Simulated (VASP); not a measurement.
# GaAs (F-43m) in VASP: notebook

One crystal, GaAs, is run at these levels: PBEsol; tasks: relaxation of cell and atoms.

All numbers are computed with VASP 6.6.1; they aren't measurements. Logs are shortened: lines on timing, memory, paths and dates and some standing lists are left out, and cuts for length are marked.

## Step 1: The crystal as given

It takes space group F-43m (No. 216, cubic). The conventional cell has a = 5.663 Å, b = 5.663 Å, c = 5.663 Å, α = 90.00°, β = 90.00°, γ = 90.00°. Around Ga (site symmetry -43m) lie 4 As at 2.45 Å. Around As (site symmetry -43m) lie 4 Ga at 2.45 Å.

## Step 2: Relaxation of cell and atoms, PBEsol

Contents of INCAR:

```
PREC     = Accurate       # precision mode
ENCUT    = 600            # plane-wave cutoff, eV
EDIFF    = 1E-7           # SCF threshold, eV
ISMEAR   = 0              # smearing method
SIGMA    = 0.03           # smearing width, eV
LREAL    = F              # projectors in reciprocal space
LASPH    = T              # aspherical terms in the spheres
NELM     = 80             # most SCF steps
ALGO     = Normal         # electronic algorithm
ISIF     = 3              # what is computed and relaxed
LWAVE    = F              # write WAVECAR
LCHARG   = F              # write CHGCAR
GGA      = PS             # functional
IBRION   = 2              # ionic algorithm
NSW      = 90             # ionic steps
EDIFFG   = -0.005         # ionic threshold
KPAR     = 8
```

Contents of KPOINTS:

```
Automatic mesh
0
Gamma
  10 10 10
```

Contents of POSCAR:

```
GaAs                                    
1.0
   -0.0000000000      2.8313993250      2.8313993250
    2.8313993250      0.0000000000      2.8313993250
    2.8313993250      2.8313993250     -0.0000000000
  Ga              As            
     1     1
Direct
     0.0000000000000000    0.0000000000000000    0.0000000000000000
     0.2500000000000000    0.2500000000000000    0.2500000000000000
```

Potentials or basis: VASP PAW PBE potentials, release 64 (Ga_d, As).

Launch:

```bash
$ cat potpaw_PBE.64/Ga_d/POTCAR potpaw_PBE.64/As/POTCAR > POTCAR
$ mpirun -np 8 vasp_std > vasp.out
```

OUTCAR:

```text
PREC = Accurate
   ENCUT = 600
   EDIFF = 1E-7
   ISMEAR = 0
   LREAL = F
   LASPH = T
   NELM = 80
   ISIF = 3
   GGA = PS
   IBRION = 2
   NSW = 90
   EDIFFG = -0.005

 ion  position               nearest neighbor table
   1  0.000  0.000  0.000-   2 2.45   2 2.45   2 2.45   2 2.45
   2  0.250  0.250  0.250-   1 2.45   1 2.45   1 2.45   1 2.45

  LATTYP: Found a face centered cubic cell.
 ALAT       =     5.6627986500

  Lattice vectors:

 A1 = (   0.0000000000,   2.8313993250,   2.8313993250)
 A2 = (   2.8313993250,   0.0000000000,   2.8313993250)
 A3 = (   2.8313993250,   2.8313993250,   0.0000000000)

Analysis of symmetry for initial positions (statically):
=====================================================================
 Subroutine PRICEL returns:
 Original cell was already a primitive cell.

 Routine SETGRP: Setting up the symmetry group for a
 face centered cubic supercell.

 Subroutine GETGRP returns: Found 24 space group operations
 (whereof 24 operations were pure point group operations)
 out of a pool of 48 trial point group operations.

The static configuration has the point symmetry T_d .

Analysis of symmetry for dynamics (positions and initial velocities):
=====================================================================
 Subroutine PRICEL returns:
 Original cell was already a primitive cell.

 Routine SETGRP: Setting up the symmetry group for a
 face centered cubic supercell.

 Subroutine GETGRP returns: Found 24 space group operations
 (whereof 24 operations were pure point group operations)
 out of a pool of 48 trial point group operations.

The dynamic configuration has the point symmetry T_d .

 Subroutine INISYM returns: Found 24 space group operations
 (whereof 24 operations are pure point group operations),
 and found     1 'primitive' translations

----------------------------------------------------------------------------------------

                                     Primitive cell

  volume of cell :      45.3976

  direct lattice vectors                    reciprocal lattice vectors
     0.000000000  2.831399325  2.831399325    -0.176591128  0.176591128  0.176591128
     2.831399325  0.000000000  2.831399325     0.176591128 -0.176591128  0.176591128
     2.831399325  2.831399325  0.000000000     0.176591128  0.176591128 -0.176591128

  length of vectors
     4.004203326  4.004203326  4.004203326     0.305864805  0.305864805  0.305864805

  position of ions in fractional coordinates (direct lattice)
     0.000000000  0.000000000  0.000000000
     0.250000000  0.250000000  0.250000000

  ion indices of the primitive-cell ions
   primitive index   ion index
                 1           1
                 2           2

----------------------------------------------------------------------------------------

 KPOINTS: Automatic mesh

Automatic generation of k-mesh.
 Grid dimensions read from file:
 generate k-points for:   10   10   10

 Generating k-lattice:

  Cartesian coordinates                     Fractional coordinates (reciprocal lattice)
    -0.017659113  0.017659113  0.017659113     0.100000000  0.000000000  0.000000000
     0.017659113 -0.017659113  0.017659113     0.000000000  0.100000000  0.000000000
     0.017659113  0.017659113 -0.017659113     0.000000000  0.000000000  0.100000000

  Length of vectors
     0.030586481  0.030586481  0.030586481

  Shift w.r.t. Gamma in fractional coordinates (k-lattice)
     0.000000000  0.000000000  0.000000000

 Subroutine IBZKPT returns following result:
 ===========================================

 Found     47 irreducible k-points:

 Following reciprocal coordinates:
            Coordinates               Weight
  0.000000  0.000000  0.000000      1.000000
  0.100000  0.000000  0.000000      8.000000
  0.200000  0.000000  0.000000      8.000000
  0.300000  0.000000  0.000000      8.000000
  0.400000  0.000000  0.000000      8.000000
  0.500000  0.000000  0.000000      4.000000
[... 16 lines left out ...]
  0.300000  0.300000  0.000000      6.000000
  0.400000  0.300000  0.000000     24.000000
 [... further k-points ...]
   k-points           NKPTS =     47   k-points in BZ     NKDIM =     47   number of bands    NBANDS=     13
   number of dos      NEDOS =    301   number of ions     NIONS =      2
   total plane-waves  NPLWV =  32768
   dimension x,y,z NGX =    32 NGY =   32 NGZ =   32
   dimension x,y,z NGXF=    64 NGYF=   64 NGZF=   64
   ions per type =               1   1
   NGX,Y,Z   is equivalent  to a cutoff of  13.29, 13.29, 13.29 a.u.
   NGXF,Y,Z  is equivalent  to a cutoff of  26.57, 26.57, 26.57 a.u.
 SYSTEM =  unknown system
   PREC   = accura    normal or accurate (medium, high low for compatibility)
   ISTART =      0    job   : 0-new  1-cont  2-samecut
   ICHARG =      2    charge: 1-file 2-atom 10-const
   ISPIN  =      1    spin polarized calculation?
   LNONCOLLINEAR =      F non collinear calculations
   LSORBIT =      F    spin-orbit coupling
   LASPH  =      T    aspherical Exc in radial PAW
   ENCUT  =  600.0 eV  44.10 Ry    6.64 a.u.   8.00  8.00  8.00*2*pi/ulx,y,z
   NELM   =     80;   NELMIN=  2; NELMDL= -5     # of ELM steps
   EDIFF  = 0.1E-06   stopping-criterion for ELM
   LREAL  =      F    real-space projection
   EDIFFG = -.5E-02   stopping-criterion for IOM
   NSW    =     90    number of steps for IOM
   IBRION =      2    ionic relax: 0-MD 1-quasi-New 2-CG
   NFREE  =      1    steps in history (QN), initial steepest desc. (CG)
   ISIF   =      3    stress and relaxation
   ISYM   =      2    0-nonsym 1-usesym 2-fastsym
   POTIM  = 0.5000    time-step for ionic-motion
   TEBEG  =    0.0;   TEEND  =   0.0 temperature during run
   PSTRESS=    0.0 pullay stress
   NELECT =      18.0000    total number of electrons
   NUPDOWN=      -1.0000    fix difference up-down
   EMIN   =  10.00;   EMAX   =-10.00  energy-range for DOS
   EFERMI =   0.00;   METHOD = LEGACY
   ISMEAR =     0;   SIGMA  =   0.03  broadening in eV -4-tet -1-fermi 0-gaus
   EFERMI_NEDOS =   21; number of points for ismear=-14 and -15
   IALGO  =     38    algorithm
   IMIX   =      4    mixing-type and parameters
     AMIX     =   0.40;   BMIX     =  1.00
     AMIX_MAG =   1.60;   BMIX_MAG =  1.00
  volume/ion in A,a.u.               =      22.70       153.18
  Fermi-wavevector in a.u.,A,eV,Ry     =   1.202692  2.272759 19.680404  1.446469
  Thomas-Fermi vector in A             =   2.338467
   LORBIT       =      0    0 simple, 1 ext, 2 COOP (PROOUT), +10 PAW based schemes
   GGA     = PS    functional components
   LHFCALC =     F    Hartree Fock is set to
   AEXX    =    0.0000 exact exchange contribution
   IVDW    =     0    specifies the selected vdW correction
   LEPSILON=     F    determine dielectric tensor
   LRPA    =     F    only Hartree local field effects (RPA)
 conjugate gradient relaxation of ions
 non-spin polarized calculation
 Gauss-broadening in eV      SIGMA  =   0.03
  energy-cutoff  :      600.00
  volume of cell :       45.40
 maximum number of plane-waves:      1528
   NGX = 15   NGY = 15   NGZ = 15

 number of electron      18.0000010 magnetization

 Free energy of the ion-electron system (eV)
  ---------------------------------------------------
  ext. energy  EPLUGINS =         0.00000000
  ---------------------------------------------------
  free energy    TOTEN  =        -9.09148421 eV

  energy without entropy =       -9.09148421  energy(sigma->0) =       -9.09148421

 E-fermi :   3.9312     XC(G=0):  -9.7515

 val. band max:        3.7586445628   @ k =   0.0000   0.0000   0.0000
 cond. band min:       4.1786629399   @ k =   0.0000   0.0000   0.0000
 fundamental gap:      0.4200183771
 Fermi energy:         3.9312108911

 k-point     1 :       0.0000    0.0000    0.0000
  band No.  band energies     occupation
      1     -11.0070      2.00000
      2     -11.0070      2.00000
      3     -11.0070      2.00000
      4     -10.9281      2.00000
      5     -10.9281      2.00000
      6      -8.9590      2.00000
      7       3.7586      2.00000
      8       3.7586      2.00000
      9       3.7586      2.00000
     10       4.1787      0.00000
     11       7.4482      0.00000
     12       7.4482      0.00000
     13       7.4482      0.00000

 k-point     2 :       0.1000    0.0000    0.0000
  band No.  band energies     occupation
      1     -11.0159      2.00000
      2     -11.0047      2.00000
      3     -11.0047      2.00000
      4     -10.9282      2.00000
      5     -10.9282      2.00000
      6      -8.8416      2.00000
      7       2.2184      2.00000
      8       3.5993      2.00000
      9       3.5993      2.00000
     10       5.1677      0.00000
     11       7.6830      0.00000
     12       7.6839      0.00000
     13       7.6840      0.00000

 k-point     3 :       0.2000    0.0000    0.0000
  band No.  band energies     occupation
      1     -11.0378      2.00000
      2     -10.9990      2.00000
      3     -10.9990      2.00000
      4     -10.9282      2.00000
      5     -10.9282      2.00000
      6      -8.5044      2.00000
      7       0.4381      2.00000
      8       3.2564      2.00000
      9       3.2564      2.00000
     10       5.2668      0.00000
     11       8.1427      0.00000
     12       8.1427      0.00000
     13       8.8296      0.00000
[... 305 lines left out ...]
 k-point    23 :       0.3000    0.3000    0.0000
  band No.  band energies     occupation
      1     -11.0866      2.00000
      2     -10.9756      2.00000
      3     -10.9756      2.00000
      4     -10.9439      2.00000
      5     -10.9198      2.00000
      6      -7.6650      2.00000
      7      -1.1257      2.00000
      8       1.7221      2.00000
      9       1.7221      2.00000
     10       5.3833      0.00000
     11       6.6000      0.00000
     12      11.1552      0.00000
     13      11.1552      0.00000

 k-point    24 :       0.4000    0.3000    0.0000
  band No.  band energies     occupation
      1     -11.0988      2.00000
      2     -10.9711      2.00000
      3     -10.9696      2.00000
      4     -10.9459      2.00000
      5     -10.9186      2.00000
      6      -7.2263      2.00000
      7      -1.9198      2.00000
      8       1.1626      2.00000
      9       1.5069      2.00000
     10       5.5206      0.00000
     11       6.5345      0.00000
     12      10.9736      0.00000
     13      11.6323      0.00000

 [... further k-points ...]
[... 5 lines left out ...]
  --------------------------------------------------------------------------------------
  -------------------------------------------------------------------------------------
  Total       -0.0044294     -0.0044294     -0.0044294      0.0000000      0.0000000     -0.0000000
  in kB       -0.1563210     -0.1563210     -0.1563210      0.0000000      0.0000000     -0.0000000
  external PRESSURE =      -0.1563210 kB  Pullay stress =       0.0000000 kB

 VOLUME and BASIS-vectors are now :
 -----------------------------------------------------------------------------
  energy-cutoff  :      600.00
  volume of cell :       45.40
      direct lattice vectors                 reciprocal lattice vectors
     0.000000000  2.831399325  2.831399325    -0.176591128  0.176591128  0.176591128
     2.831399325  0.000000000  2.831399325     0.176591128 -0.176591128  0.176591128
     2.831399325  2.831399325  0.000000000     0.176591128  0.176591128 -0.176591128

 POSITION                                       TOTAL-FORCE (eV/Angst)
 -----------------------------------------------------------------------------------
      0.00000      0.00000      0.00000        -0.000000     -0.000000     -0.000000
      1.41570      1.41570      1.41570         0.000000      0.000000      0.000000
 -----------------------------------------------------------------------------------
    total drift:                                0.000001      0.000001      0.000001

  FREE ENERGIE OF THE ION-ELECTRON SYSTEM (eV)
  ---------------------------------------------------
  free  energy   TOTEN  =        -9.0914842075 eV

  energy  without entropy=       -9.0914842075  energy(sigma->0) =       -9.09148421

 reached required accuracy - stopping structural energy minimisation
```

Wall time 10 s (8 MPI ranks of Intel Xeon Platinum 8488C (Sapphire Rapids), shared host); peak memory 0.2 GiB.

Results:

* Free energy: -9.0915 eV
* Pressure after relaxing: 0.0 GPa
* Band gap on the k mesh: 0.42 eV, direct

Final structure:
```cif
data_structure
_symmetry_space_group_name_H-M 'P 1'
_symmetry_Int_Tables_number 1
_cell_length_a 4.0042
_cell_length_b 4.0042
_cell_length_c 4.0042
_cell_angle_alpha 60.000
_cell_angle_beta 60.000
_cell_angle_gamma 60.000
_cell_volume 45.40
loop_
_atom_site_label
_atom_site_type_symbol
_atom_site_fract_x
_atom_site_fract_y
_atom_site_fract_z
_atom_site_occupancy
Ga1 Ga 0.00000 0.00000 0.00000 1
As1 As 0.25000 0.25000 0.25000 1
```

Levels at points of the mesh, in eV from the valence-band top:
```csv
k point,band 5,band 6,band 7,band 8,band 9,band 10,band 11,band 12,band 13
"(0.00, 0.00, 0.00)",-14.69,-12.72,0.00,0.00,0.00,0.42,3.69,3.69,3.69
"(0.50, 0.00, 0.00)",-14.68,-10.95,-6.65,-1.14,-1.14,0.92,4.58,4.58,7.58
"(0.50, 0.50, 0.00)",-14.67,-10.22,-6.83,-2.68,-2.68,1.36,1.57,10.09,10.09
```

Caveat: the relaxation stopped at its first step, so nothing moved; the PAW data sets were made with another functional, which shifts forces and pressure a little.

(Continued in part 2 of 2.)
